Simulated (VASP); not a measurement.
TiB:

```
Ti B
1.0
     0.00000    2.47982    2.47982
     2.47982    0.00000    2.47982
     2.47982    2.47982    0.00000
Ti B
1 1
Direct
  0.75000 0.75000 0.75000
  0.00000 0.00000 0.00000
```

Base run:

* Program: VASP 6.6.1
* Functional: r2SCAN
* Potentials or basis: VASP PAW PBE potentials, release 64 (Ti_sv, B)
* Cutoff: 520 eV
* k mesh: 14 × 14 × 14
* Occupations: gaussian, width 0.1 eV
* Spin: no spin polarisation

Its results: band gap on the k mesh none (metal or under the smearing width); pressure -0.1 GPa.

Task: The run is repeated on the same cell with these changes: functional from r2SCAN to PBEsol. What comes out?

Result: Band gap on the k mesh none (metal or under the smearing width); pressure -3.2 GPa.

Caveats: the PAW data sets were made with another functional, which shifts forces and pressure a little.
